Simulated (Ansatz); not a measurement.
MoTe₂

Computed with Ansatz (plane waves, PAW, 420 eV cutoff): PBE, scalar-relativistic, collinear spin, 10×10×2 k-mesh, Gaussian smearing of 0.05 eV; PAW files: Ansatz's generated set soft_2.

```cif
data_structure
_symmetry_space_group_name_H-M 'P6_3/mmc'
_symmetry_Int_Tables_number 194
_cell_length_a 3.5566
_cell_length_b 3.5566
_cell_length_c 15.3399
_cell_angle_alpha 90.000
_cell_angle_beta 90.000
_cell_angle_gamma 120.000
_cell_volume 168.04
loop_
_atom_site_label
_atom_site_type_symbol
_atom_site_symmetry_multiplicity
_atom_site_Wyckoff_symbol
_atom_site_fract_x
_atom_site_fract_y
_atom_site_fract_z
_atom_site_occupancy
Te1 Te 4 f 0.33333 0.66667 0.63213 1
Mo1 Mo 2 c 0.33333 0.66667 0.25000 1
```

The chain of runs began from a cell as deposited in COD, expanded in volume. The relaxation kept the space group but changed the cell's proportions, one axis by 6 % at equal volume, so the results may not describe the measured structure. The database's entry of this formula in the relaxed cell's space group, P6_3/mmc, has axes of 3.518 × 3.518 × 13.974 Å and 24.96 Å³/atom (1963), the relaxed one 3.557 × 3.557 × 15.340 Å and 28.01.

Magnetic state: non-magnetic, site spin moments none.

Task: Which orbitals make up the states within about 0.6 eV of each band edge?

Result: Valence edge: Mo 4d 60 %, Te 5p 38 %. Conduction edge: Mo 4d 72 %, Te 5p 25 %. Shares are among the projected shells; the gap is 0.97 eV.

Density of states (tetrahedra, averaged over 0.5 eV; states/eV per cell of 6 atoms; energy in eV from the Fermi level):

```json
{"E (eV)": "-6.10", "DOS": "0.0"}
{"E (eV)": "-5.60", "DOS": "2.1"}
{"E (eV)": "-5.10", "DOS": "5.8"}
{"E (eV)": "-4.60", "DOS": "4.1"}
{"E (eV)": "-4.10", "DOS": "3.7"}
{"E (eV)": "-3.60", "DOS": "6.1"}
{"E (eV)": "-3.10", "DOS": "5.9"}
{"E (eV)": "-2.60", "DOS": "4.5"}
{"E (eV)": "-2.10", "DOS": "7.8"}
{"E (eV)": "-1.60", "DOS": "7.1"}
{"E (eV)": "-1.10", "DOS": "6.2"}
{"E (eV)": "-0.60", "DOS": "2.7"}
{"E (eV)": "-0.10", "DOS": "0.0"}
{"E (eV)": "0.40", "DOS": "0.5"}
{"E (eV)": "0.90", "DOS": "7.4"}
{"E (eV)": "1.40", "DOS": "7.8"}
{"E (eV)": "1.90", "DOS": "5.5"}
{"E (eV)": "2.40", "DOS": "2.6"}
{"E (eV)": "2.90", "DOS": "6.5"}
{"E (eV)": "3.40", "DOS": "1.9"}
{"E (eV)": "3.90", "DOS": "1.3"}
```

The 4d shell leads at both edges but is strongly mixed, between the Mott–Hubbard and the charge-transfer pattern.

Kohn–Sham gaps of semilocal functionals lie under measured ones, often by a third or more. No spin–orbit coupling, a notable omission for heavy elements. The structure is built of weakly bound layers, and this functional has no dispersion term, so their spacing and all that hangs on it (volume, the soft elastic constants, low modes, dielectric constants) are poorly given.
